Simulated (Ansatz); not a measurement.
Set up this calculation in Ansatz 0.2.0, as the native input.

```
Task                : single point
Functional          : PBE0
Potentials or basis : all-electron PAW datasets made for the crystal
Cutoff              : 430 eV (chosen from the basis error)
k mesh              : 8 × 8 × 8
Occupations         : fermi-dirac, width 0.05 eV
Spin                : no spin polarisation
```

AlN:

```
Al N
1.0
     0.00000    2.03452    2.03452
     2.03452    0.00000    2.03452
     2.03452    2.03452    0.00000
Al N
1 1
Direct
  0.50000 0.50000 0.50000
  0.00000 0.00000 0.00000
```

Measurements of this composition are mostly on another form, of space group No. 186.

These files were run (other wordings do the same):

input.yaml

```yaml
crystal:
  lattice:
    - [0.0, 2.034518, 2.034518]
    - [2.034518, 0.0, 2.034518]
    - [2.034518, 2.034518, 0.0]
  atoms:
    - { symbol: Al, position: [0.5, 0.5, 0.5] }
    - { symbol: "N", position: [0.0, 0.0, 0.0] }
kpoints:
  mp_grid: { grid: [8, 8, 8] }
scf:
  occupations: { method: fermi_dirac, width: 0.05 }
hamiltonian:
  xc: pbe0
  pseudopotentials: { kind: all_electron, datasets: crystal }
output:
  forces: true
  stress: true
```

Potentials or basis: all-electron PAW datasets made for the crystal.

Launch:

```sh
$ ansatz run input.yaml --threads 1 --pin off --max-ram 3072MiB --backend cpu --events-out ev --progress --plain --runs-dir out
```

Results of the run:

```yaml
Pressure: -7.5 GPa
Band_gap_on_the_k_mesh: 6.59 eV, indirect (least direct gap 7.66 eV)
```

Wall time 2.4 min on 1 thread of Intel(R) Xeon(R) Platinum 8488C (Sapphire Rapids) (shared host), peak memory 0.9 GiB.
